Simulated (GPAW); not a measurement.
Crystal: Pt.

```
CELL_PARAMETERS angstrom
-1.58217 1.58498 1.58466
1.60292 -1.57978 1.60020
1.56748 1.56509 -1.57945
ATOMIC_POSITIONS crystal
Pt 0.00000 0.00000 0.00000
```

This isn't the form of Pt at room conditions, which is fcc.

The cell isn't the ideal one: cell sheared at random, sigma 0.01, atoms nudged by 0.01 Å.

| Item | Value |
| --- | --- |
| Program | GPAW 26.7.0 |
| Task | relaxation of cell and atoms |
| Functional | revPBE |
| Dispersion | D4 |
| Potentials or basis | the program's PAW data sets (release 1.2.1) made for this functional |
| Cutoff | 600 eV |
| Basis | pw |
| k mesh | 7 × 7 × 7 |
| Occupations | fermi-dirac, width 0.05 eV |
| Spin | no spin polarisation |

At the start: pressure -10.9 GPa; volume 15.90 Å³/atom.

Where does the relaxation end?

Over 4 steps the energy falls by 27.6 meV/atom and the volume is 15.19 Å³/atom (-4.5 %); space group Im-3m (No. 229, to 0.05 Å).

Step by step:
```tsv
step	energy change (eV)	largest force (eV/Å)	pressure (GPa)	volume (Å³)
1	0.0000	0.0000	-10.91	15.90
2	-0.0267	0.0000	0.15	15.18
3	-0.0273	0.0000	0.13	15.18
4	-0.0276	0.0000	0.01	15.19
```

Final structure:
```
Pt
1.0
    -1.56132    1.55092    1.56862
     1.56110   -1.55092    1.56844
     1.56085    1.55054   -1.56857
Pt
1
Direct
  0.00000 0.00000 0.00000
```

Caveat: the k mesh is coarse (spacing up to 0.40 Å⁻¹), so the values aren't converged; later steps reuse the first step's grids; pairwise dispersion overbinds metals, which lowers pressure and volume.
